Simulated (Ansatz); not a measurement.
(110) slab of zincblende BN, 19.1 Å thick as cut, bare faces

Ansatz, PAW, plane waves, no spin–orbit coupling unless named; atoms relaxed with PBEsol, the curve by HSE06. The curve holds the local part of the PAW potentials, so its shape inside matter depends on the files.

```
B N
1.0
     1.80290   -1.80290    0.00000
     0.00000    0.00000    3.60580
   -22.71412  -22.71412    0.00000
B N
16 16
Direct
  0.99855 0.00522 0.67846
  0.99857 0.00483 0.51962
  0.99859 0.00467 0.36090
  0.99859 0.95337 0.20894
  0.99854 0.00251 0.75940
  0.99856 0.00488 0.59900
  0.99858 0.00482 0.44025
  0.99859 0.00299 0.28188
  0.49853 0.45335 0.79063
  0.49855 0.50465 0.63867
  0.49857 0.50483 0.47994
  0.49859 0.50524 0.32111
  0.49854 0.50297 0.71768
  0.49856 0.50480 0.55931
  0.49858 0.50490 0.40057
  0.49859 0.50253 0.24016
  0.99853 0.26902 0.79734
  0.99855 0.25479 0.63866
  0.99857 0.25486 0.47994
  0.99859 0.25519 0.32114
  0.99854 0.25380 0.71801
  0.99856 0.25484 0.55931
  0.99858 0.25492 0.40056
  0.99860 0.25961 0.24091
  0.49854 0.75960 0.75866
  0.49856 0.75489 0.59901
  0.49858 0.75486 0.44026
  0.49859 0.75382 0.28156
  0.49855 0.75517 0.67843
  0.49857 0.75485 0.51963
  0.49859 0.75481 0.36091
  0.49859 0.76904 0.20223
```

Planar mean of the electrostatic potential energy along the normal, from the vacuum level:

```csv
z (Å),v (eV)
0.00,0.00
0.30,0.00
0.74,0.00
1.04,0.00
1.34,0.00
1.64,0.00
2.08,0.00
2.38,0.00
2.68,0.00
2.97,0.00
3.42,0.00
3.72,0.00
4.02,-0.01
4.31,-0.02
4.76,-0.09
5.06,-0.25
5.35,-0.67
5.65,-1.83
6.10,-8.93
6.39,-16.53
6.69,-18.82
7.14,-14.30
7.44,-18.07
7.73,-20.97
8.03,-16.78
8.48,-10.89
8.77,-17.19
9.07,-20.51
9.37,-16.39
9.82,-12.51
10.11,-18.79
10.41,-20.19
10.71,-14.72
11.15,-13.64
11.45,-19.67
11.75,-19.50
12.05,-13.37
12.49,-15.13
12.79,-20.32
13.09,-18.46
13.53,-11.17
13.83,-16.58
14.13,-20.60
14.43,-17.20
14.87,-11.73
15.17,-17.93
15.47,-20.49
15.76,-15.78
16.21,-12.78
16.51,-19.07
16.80,-20.01
17.10,-14.30
17.55,-14.13
17.85,-19.93
18.14,-19.19
18.44,-12.92
18.89,-15.60
19.18,-20.45
19.48,-18.08
19.93,-11.31
20.23,-17.05
20.52,-20.60
20.82,-16.73
21.27,-11.97
21.56,-18.28
21.86,-20.40
22.16,-15.39
22.60,-13.36
22.90,-19.43
23.20,-19.58
23.50,-13.42
23.94,-13.54
24.24,-19.89
24.54,-20.14
24.84,-15.31
25.28,-17.60
25.58,-18.49
25.88,-12.60
26.32,-2.95
26.62,-1.07
26.92,-0.39
27.21,-0.15
27.66,-0.03
27.96,-0.01
28.26,0.00
28.55,0.00
29.00,0.00
29.30,0.00
29.59,0.00
29.89,0.00
30.34,0.00
30.64,0.00
30.93,0.00
31.23,0.00
31.68,0.00
31.97,0.00
```

Question: How far below the vacuum level do the top filled and the lowest empty level lie, by each functional?

Answer: PBEsol: 6.74 and 4.29 eV (gap 2.46 eV, a 6×4×1 mesh); HSE06: 7.58 and 3.63 eV (gap 3.95 eV, a 4×3×1 mesh). Either level can be a surface state and not a band edge of the crystal.
